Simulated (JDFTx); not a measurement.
## Moving the functional in NaF

Symmetry: Fm-3m, No. 225, cubic system. The conventional cell has a = 4.640 Å, b = 4.640 Å, c = 4.640 Å, α = 90.00°, β = 90.00°, γ = 90.00°. Na (site symmetry m-3m) has 6 F at 2.32 Å as nearest neighbours. F (site symmetry m-3m) has 6 Na at 2.32 Å as nearest neighbours.

Kept alike: task band structure; k mesh 8 × 8 × 8; occupations fermi-dirac, width 0.05 eV; no spin polarisation. Program: JDFTx, SG15-PBE-1.2 with smoothed tails, cutoff 1361 eV. The mesh is that of the run's cell of 2 atoms. No spin-orbit coupling.

| run | band gap (eV) |
| --- | --- |
| A | 7.162 |
| B | 6.136 |
| C | 5.803 |

Gaps are the smaller of the mesh's and the band path's. All rows use potentials made for PBE.

Task: The runs differ in the functional alone: LDA; PBEsol; r2SCAN. Which run is which?

Result: Run A is r2SCAN; run B is PBEsol; run C is LDA. The band gap runs from 5.803 (LDA) to 7.162 eV (r2SCAN).
